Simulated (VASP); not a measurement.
# Si2W (I4/mmm) in VASP: notebook

One crystal, Si2W, is run at these levels: PBE; tasks: relaxation of cell and atoms, vibrations by finite differences.

Program: VASP 6.6.1. These are calculated values, not measurements. Logs are shortened: lines on timing, memory, paths and dates and some standing lists are left out, and cuts for length are marked.

## Step 1: Starting point

It takes space group I4/mmm (No. 139, tetragonal). The conventional cell has a = 3.214 Å, b = 3.214 Å, c = 7.830 Å, α = 90.00°, β = 90.00°, γ = 90.00°. Si (site symmetry 4mm) is surrounded by 5 Si at 2.59 to 2.63 Å and 5 W at 2.62 Å. Around W (site symmetry 4/mmm) lie 10 Si at 2.62 Å.

## Step 2: Relaxation of cell and atoms, PBE

INCAR reads:

```
SYSTEM = Si2W
PREC     = Accurate       ! precision mode
ENCUT    = 520            ! plane-wave cutoff, eV
EDIFF    = 1E-7           ! SCF threshold, eV
ISMEAR   = 1              ! smearing method
SIGMA    = 0.2            ! smearing width, eV
LREAL    = .False.        ! projectors in reciprocal space
LASPH    = .True.         ! aspherical terms in the spheres
NELM     = 80             ! most SCF steps
ALGO     = Normal         ! electronic algorithm
ISIF     = 3              ! what is computed and relaxed
LWAVE    = .False.        ! write WAVECAR
LCHARG   = .False.        ! write CHGCAR
GGA      = PE             ! functional
IBRION   = 2              ! ionic algorithm
NSW      = 80             ! ionic steps
EDIFFG   = -0.002         ! ionic threshold
KPAR     = 4
```

KPOINTS reads:

```
regular mesh
0
Gamma
  18 18 18
  0 0 0
```

POSCAR reads:

```
Si2W
1.0
   -1.6069000000      1.6069000000      3.9149500000
    1.6069000000     -1.6069000000      3.9149500000
    1.6069000000      1.6069000000     -3.9149500000
Si W
2 1
Direct
    0.3347000000      0.3347000000      0.0000000000
    0.6653000000      0.6653000000      0.0000000000
    0.0000000000      0.0000000000      0.0000000000
```

Potentials or basis: VASP PAW PBE potentials, release 64 (Si, W_sv).

Command:

```console
$ cat potpaw_PBE.64/Si/POTCAR potpaw_PBE.64/W_sv/POTCAR > POTCAR
$ mpirun -np 4 vasp_std > vasp.out
```

OUTCAR:

```text
SYSTEM = Si2W
   PREC = Accurate
   ENCUT = 520
   EDIFF = 1E-7
   ISMEAR = 1
   LREAL = .False.
   LASPH = .True.
   NELM = 80
   ISIF = 3
   GGA = PE
   IBRION = 2
   NSW = 80
   EDIFFG = -0.002

 ion  position               nearest neighbor table
   1  0.335  0.335  0.000-   2 2.59   3 2.62   3 2.62   3 2.62   3 2.62   3 2.62   2 2.63   2 2.63
                             2 2.63   2 2.63
   2  0.665  0.665  0.000-   1 2.59   3 2.62   3 2.62   3 2.62   3 2.62   3 2.62   1 2.63   1 2.63
                             1 2.63   1 2.63
   3  0.000  0.000  0.000-   2 2.62   2 2.62   2 2.62   1 2.62   2 2.62   1 2.62   1 2.62   1 2.62
                             1 2.62   2 2.62

  LATTYP: Found a body centered tetragonal cell.
 ALAT       =     3.2138000000
 C/A-ratio  =     2.4363370465

  Lattice vectors:

 A1 = (  -1.6069000000,   1.6069000000,   3.9149500000)
 A2 = (   1.6069000000,  -1.6069000000,   3.9149500000)
 A3 = (   1.6069000000,   1.6069000000,  -3.9149500000)

Analysis of symmetry for initial positions (statically):
=====================================================================
 Subroutine PRICEL returns:
 Original cell was already a primitive cell.

 Routine SETGRP: Setting up the symmetry group for a
 body centered tetragonal supercell.

 Subroutine GETGRP returns: Found 16 space group operations
 (whereof 16 operations were pure point group operations)
 out of a pool of 16 trial point group operations.

The static configuration has the point symmetry D_4h.

Analysis of symmetry for dynamics (positions and initial velocities):
=====================================================================
 Subroutine PRICEL returns:
 Original cell was already a primitive cell.

 Routine SETGRP: Setting up the symmetry group for a
 body centered tetragonal supercell.

 Subroutine GETGRP returns: Found 16 space group operations
 (whereof 16 operations were pure point group operations)
 out of a pool of 16 trial point group operations.

The dynamic configuration has the point symmetry D_4h.

 Subroutine INISYM returns: Found 16 space group operations
 (whereof 16 operations are pure point group operations),
 and found     1 'primitive' translations

----------------------------------------------------------------------------------------

                                     Primitive cell

  volume of cell :      40.4356

  direct lattice vectors                    reciprocal lattice vectors
    -1.606900000  1.606900000  3.914950000     0.000000000  0.311158131  0.127715552
     1.606900000 -1.606900000  3.914950000     0.311158131  0.000000000  0.127715552
     1.606900000  1.606900000 -3.914950000     0.311158131  0.311158131  0.000000000

  length of vectors
     4.526708376  4.526708376  4.526708376     0.336348992  0.336348992  0.440044048

  position of ions in fractional coordinates (direct lattice)
     0.334700000  0.334700000  0.000000000
     0.665300000  0.665300000  0.000000000
     0.000000000  0.000000000  0.000000000

  ion indices of the primitive-cell ions
   primitive index   ion index
                 1           1
                 2           2
                 3           3

----------------------------------------------------------------------------------------

 KPOINTS: regular mesh

Automatic generation of k-mesh.
 Grid dimensions read from file:
 generate k-points for:   18   18   18

 Generating k-lattice:

  Cartesian coordinates                     Fractional coordinates (reciprocal lattice)
     0.000000000  0.017286563  0.007095308     0.055555556  0.000000000  0.000000000
     0.017286563  0.000000000  0.007095308     0.000000000  0.055555556  0.000000000
     0.017286563  0.017286563  0.000000000     0.000000000  0.000000000  0.055555556

  Length of vectors
     0.018686055  0.018686055  0.024446892

  Shift w.r.t. Gamma in fractional coordinates (k-lattice)
     0.000000000  0.000000000  0.000000000

 Subroutine IBZKPT returns following result:
 ===========================================

 Found    480 irreducible k-points:

 Following reciprocal coordinates:
            Coordinates               Weight
  0.000000  0.000000  0.000000      1.000000
  0.055556 -0.000000  0.000000      8.000000
  0.111111 -0.000000  0.000000      8.000000
  0.166667  0.000000  0.000000      8.000000
  0.222222  0.000000 -0.000000      8.000000
  0.277778  0.000000  0.000000      8.000000
[... 16 lines left out ...]
 -0.277778  0.055556  0.000000     16.000000
 -0.222222  0.055556  0.000000     16.000000
 [... further k-points ...]
   k-points           NKPTS =    480   k-points in BZ     NKDIM =    480   number of bands    NBANDS=     15
   number of dos      NEDOS =    301   number of ions     NIONS =      3
   total plane-waves  NPLWV =  46656
   dimension x,y,z NGX =    36 NGY =   36 NGZ =   36
   dimension x,y,z NGXF=    72 NGYF=   72 NGZF=   72
   ions per type =               2   1
   NGX,Y,Z   is equivalent  to a cutoff of  13.22, 13.22, 13.22 a.u.
   NGXF,Y,Z  is equivalent  to a cutoff of  26.44, 26.44, 26.44 a.u.
 SYSTEM =  Si2W
   PREC   = accura    normal or accurate (medium, high low for compatibility)
   ISTART =      0    job   : 0-new  1-cont  2-samecut
   ICHARG =      2    charge: 1-file 2-atom 10-const
   ISPIN  =      1    spin polarized calculation?
   LNONCOLLINEAR =      F non collinear calculations
   LSORBIT =      F    spin-orbit coupling
   LASPH  =      T    aspherical Exc in radial PAW
   ENCUT  =  520.0 eV  38.22 Ry    6.18 a.u.   8.42  8.42  8.42*2*pi/ulx,y,z
   NELM   =     80;   NELMIN=  2; NELMDL= -5     # of ELM steps
   EDIFF  = 0.1E-06   stopping-criterion for ELM
   LREAL  =      F    real-space projection
   EDIFFG = -.2E-02   stopping-criterion for IOM
   NSW    =     80    number of steps for IOM
   IBRION =      2    ionic relax: 0-MD 1-quasi-New 2-CG
   NFREE  =      1    steps in history (QN), initial steepest desc. (CG)
   ISIF   =      3    stress and relaxation
   ISYM   =      2    0-nonsym 1-usesym 2-fastsym
   POTIM  = 0.5000    time-step for ionic-motion
   TEBEG  =    0.0;   TEEND  =   0.0 temperature during run
   PSTRESS=    0.0 pullay stress
   NELECT =      22.0000    total number of electrons
   NUPDOWN=      -1.0000    fix difference up-down
   EMIN   =  10.00;   EMAX   =-10.00  energy-range for DOS
   EFERMI =   0.00;   METHOD = LEGACY
   ISMEAR =     1;   SIGMA  =   0.20  broadening in eV -4-tet -1-fermi 0-gaus
   EFERMI_NEDOS =   21; number of points for ismear=-14 and -15
   IALGO  =     38    algorithm
   IMIX   =      4    mixing-type and parameters
     AMIX     =   0.40;   BMIX     =  1.00
     AMIX_MAG =   1.60;   BMIX_MAG =  1.00
  volume/ion in A,a.u.               =      13.48        90.96
  Fermi-wavevector in a.u.,A,eV,Ry     =   1.336476  2.525573 24.302284  1.786167
  Thomas-Fermi vector in A             =   2.465099
   LORBIT       =      0    0 simple, 1 ext, 2 COOP (PROOUT), +10 PAW based schemes
   GGA     = PE    functional components
   LHFCALC =     F    Hartree Fock is set to
   AEXX    =    0.0000 exact exchange contribution
   IVDW    =     0    specifies the selected vdW correction
   LEPSILON=     F    determine dielectric tensor
   LRPA    =     F    only Hartree local field effects (RPA)
 conjugate gradient relaxation of ions
 non-spin polarized calculation
 Methfessel and Paxton  Order N= 1 SIGMA  =   0.20
  energy-cutoff  :      520.00
  volume of cell :       40.44
 maximum number of plane-waves:      1118
 NGX is ok and might be reduce to    36
   NGX = 17   NGY = 17   NGZ = 17

--------------------------------------- Ionic step        1  -------------------------------------------

 number of electron      21.9999999 magnetization

 Free energy of the ion-electron system (eV)
  ---------------------------------------------------
  ext. energy  EPLUGINS =         0.00000000
  ---------------------------------------------------
  free energy    TOTEN  =       -24.80847330 eV

  energy without entropy =      -24.80995266  energy(sigma->0) =      -24.80896642

------------------------ aborting loop because EDIFF is reached ----------------------------------------

  FORCE on cell =-STRESS in cart. coord.  units (eV):
  Direction    XX          YY          ZZ          XY          YZ          ZX
  --------------------------------------------------------------------------------------
  -------------------------------------------------------------------------------------
  Total        0.8199208      0.8199208      0.9058747      0.0000000      0.0000000     -0.0000000
  in kB       32.4876719     32.4876719     35.8934164      0.0000000      0.0000000     -0.0000000
  external PRESSURE =      33.6229201 kB  Pullay stress =       0.0000000 kB
[... 244 lines left out ...]
  energy  without entropy=      -24.8163051587  energy(sigma->0) =      -24.81519739

--------------------------------------- Ionic step        8  -------------------------------------------

 number of electron      22.0000000 magnetization

 Free energy of the ion-electron system (eV)
  ---------------------------------------------------
  ext. energy  EPLUGINS =         0.00000000
  ---------------------------------------------------
  free energy    TOTEN  =       -24.81464603 eV

  energy without entropy =      -24.81630361  energy(sigma->0) =      -24.81519855

 E-fermi :  11.7436     XC(G=0): -12.4593

 val. band max:       11.7336369290   @ k =  -0.3889   0.5000   0.3333
 cond. band min:      11.7906733390   @ k =  -0.3889  -0.4444   0.3889
 fundamental gap:      0.0570364101
 Fermi energy:        11.7436086964

 k-point     1 :       0.0000    0.0000    0.0000
  band No.  band energies     occupation
      1     -62.1316      2.00000
      2     -26.3778      2.00000
      3     -26.3652      2.00000
      4     -26.3652      2.00000
      5      -2.2052      2.00000
      6       4.9965      2.00000
      7       7.9963      2.00000
      8       8.5055      2.00000
      9       8.9468      2.00000
     10       8.9468      2.00000
     11      12.3546     -0.00014
     12      14.3979     -0.00000
     13      14.7331     -0.00000
     14      14.7830     -0.00000
     15      14.7830     -0.00000
[... 397 lines left out ...]
 k-point    24 :      -0.2222    0.0556    0.0000
  band No.  band energies     occupation
      1     -62.1285      2.00000
      2     -26.4497      2.00000
      3     -26.3702      2.00000
      4     -26.3635      2.00000
      5      -1.3089      2.00000
      6       5.0898      2.00000
      7       6.4387      2.00000
      8       8.1848      2.00000
      9       8.9281      2.00000
     10       9.6429      2.00000
     11      10.3555      2.00000
     12      13.3065     -0.00000
     13      13.9314     -0.00000
     14      16.1011      0.00000
     15      16.2107      0.00000

 [... further k-points ...]

------------------------ aborting loop because EDIFF is reached ----------------------------------------

  FORCE on cell =-STRESS in cart. coord.  units (eV):
  Direction    XX          YY          ZZ          XY          YZ          ZX
  --------------------------------------------------------------------------------------
  -------------------------------------------------------------------------------------
  Total        0.0028231      0.0028231      0.0027768      0.0000000      0.0000000     -0.0000000
  in kB        0.1102467      0.1102467      0.1084375      0.0000000      0.0000000     -0.0000000
  external PRESSURE =       0.1096437 kB  Pullay stress =       0.0000000 kB
[... 18 lines left out ...]
  FREE ENERGIE OF THE ION-ELECTRON SYSTEM (eV)
  ---------------------------------------------------
  free  energy   TOTEN  =       -24.8146460265 eV

  energy  without entropy=      -24.8163036120  energy(sigma->0) =      -24.81519855

 reached required accuracy - stopping structural energy minimisation
```

It took 3.6 min on 4 MPI ranks of Intel Xeon 6975P-C (Granite Rapids), shared host; peak memory 0.44 GiB.

Results:

```
Free energy                            : -24.8146 eV
Relaxed volume                         : 13.68 Å³/atom
Relaxed cell                           : a = 4.548 Å, b = 4.548 Å, c = 4.548 Å, α = 138.41°, β = 138.41°, γ = 60.28°
Space group after relaxing (to 0.05 Å) : I4/mmm (No. 139)
Energy gained by relaxing              : 2.1 meV/atom
Ionic steps                            : 8
Pressure after relaxing                : 0.0 GPa
Band gap on the k mesh                 : none (metal or under the smearing width)
```

Step by step:
```tsv
step	energy change (eV)	largest force (eV/Å)	pressure (GPa)	volume (Å³)
1	0.0000	0.0611	3.36	40.44
2	0.0134	0.1030	-5.52	42.11
3	-0.0062	0.0007	-0.01	41.03
4	-0.0062	0.0004	0.06	41.02
5	-0.0062	0.0008	0.04	41.02
6	-0.0062	0.0007	0.05	41.02
7	-0.0062	0.0011	-0.06	41.04
8	-0.0062	0.0001	0.01	41.03
```

Final structure:
```
Si W
1.0
    -1.61484    1.61484    3.93327
     1.61484   -1.61484    3.93327
     1.61484    1.61484   -3.93327
Si W
2 1
Direct
  0.33457 0.33457 0.00000
  0.66543 0.66543 0.00000
  0.00000 0.00000 0.00000
```

## Step 3: Relaxation of cell and atoms, PBE

This run uses another cell than the first one, of 13.68 Å³/atom, 1.015 times its volume.

INCAR is that of step 2.

KPOINTS is that of step 2.

POSCAR reads:

```
Si2W                                    
1.0
   -1.6148445645      1.6148445645      3.9332738613
    1.6148445645     -1.6148445645      3.9332738613
    1.6148445645      1.6148445645     -3.9332738613
  Si              W             
     2     1
Direct
     0.3345650708956930    0.3345650708956930    0.0000000000000000
     0.6654349291043071    0.6654349291043071    0.0000000000000000
     0.0000000000000000    0.0000000000000000    0.0000000000000000
```

Potentials or basis: VASP PAW PBE potentials, release 64 (Si, W_sv).

Command:

```console
$ cat potpaw_PBE.64/Si/POTCAR potpaw_PBE.64/W_sv/POTCAR > POTCAR
$ mpirun -np 4 vasp_std > vasp.out
```

Wall time 47 s (4 MPI ranks of Intel Xeon 6975P-C (Granite Rapids), shared host); peak memory 0.43 GiB.

Results (log left out):

| Quantity | Value |
| --- | --- |
| Free energy | -24.8148 eV |
| Pressure after relaxing | 0.0 GPa |
| Band gap on the k mesh | none (metal or under the smearing width) |

Final structure:
```
Si W
1.0
    -1.61484    1.61484    3.93327
     1.61484   -1.61484    3.93327
     1.61484    1.61484   -3.93327
Si W
2 1
Direct
  0.33457 0.33457 0.00000
  0.66543 0.66543 0.00000
  0.00000 0.00000 0.00000
```

Levels at points of the mesh, in eV from the Fermi level:
| k point | band 9 | band 10 | band 11 | band 12 | band 13 | band 14 |
| --- | --- | --- | --- | --- | --- | --- |
| (0.00, 0.00, 0.00) | -2.80 | -2.80 | 0.61 | 2.65 | 2.99 | 3.04 |
| (0.50, 0.00, 0.00) | -2.74 | -2.70 | -0.41 | 2.66 | 2.76 | 3.91 |
| (0.50, 0.50, 0.00) | -4.95 | -3.18 | -1.75 | 2.74 | 2.92 | 3.07 |
| (0.50, 0.50, 0.50) | -0.84 | -0.84 | -0.48 | -0.48 | 0.78 | 4.45 |

Caveat: the relaxation stopped at its first step, so nothing moved.

## Step 4: Vibrations by finite differences, PBE

This run uses another cell than the first one, of 13.68 Å³/atom, 1.015 times its volume.

INCAR reads:

```
  PREC = Accurate
  ENCUT = 520
  EDIFF = 1E-8
  ISMEAR = 1
  SIGMA = 0.2
  LREAL = F
  LASPH = T
  NELM = 80
  ALGO = Normal
  ISIF = 3
  LWAVE = F
  LCHARG = F
  GGA = PE
  NBANDS = 18
  IBRION = 6
  NFREE = 2
  POTIM = 0.015
  NSW = 1
  KPAR = 4
```

KPOINTS reads:

```
regular mesh
0
Gamma
  18 18 18
```

POSCAR reads:

```
Si2W                                    
1.0
   -1.6148445645      1.6148445645      3.9332738613
    1.6148445645     -1.6148445645      3.9332738613
    1.6148445645      1.6148445645     -3.9332738613
  Si              W             
     2     1
Direct
     0.3345650708956924    0.3345650708956924    0.0000000000000000
     0.6654349291043076    0.6654349291043076    0.0000000000000000
     0.0000000000000000    0.0000000000000000    0.0000000000000000
```

Command:

```console
$ cat potpaw_PBE.64/Si/POTCAR potpaw_PBE.64/W_sv/POTCAR > POTCAR
$ mpirun -np 4 vasp_std > vasp.out
```

Wall time 29 min (4 MPI ranks of Intel Xeon 6975P-C (Granite Rapids), shared host); peak memory 1.6 GiB.

Results (log left out):

```
Voigt bulk modulus            : 219 GPa
Highest phonon frequency at Γ : 438 cm⁻¹
```

Phonon frequencies in cm⁻¹ (negative: imaginary):
```
              q point                    frequencies
(0.000, 0.000, 0.000)  0 0 0 252 252 297 329 329 438
```

Elastic tensor in Voigt notation (GPa, in the Cartesian axes of the cell as first typed):
```
423 114  92   0   0   0
114 423  92   0   0   0
 92  92 531   0   0   0
  0   0   0 200   0   0
  0   0   0   0 200   0
  0   0   0   0   0 200
```

Clamped-ion elastic tensor (GPa):
```
425 116  95   0   0   0
116 425  95   0   0   0
 95  95 535   0   0   0
  0   0   0 202   0   0
  0   0   0   0 202   0
  0   0   0   0   0 200
```

Caveat: elastic constants of metals need much finer meshes, so these are rough.
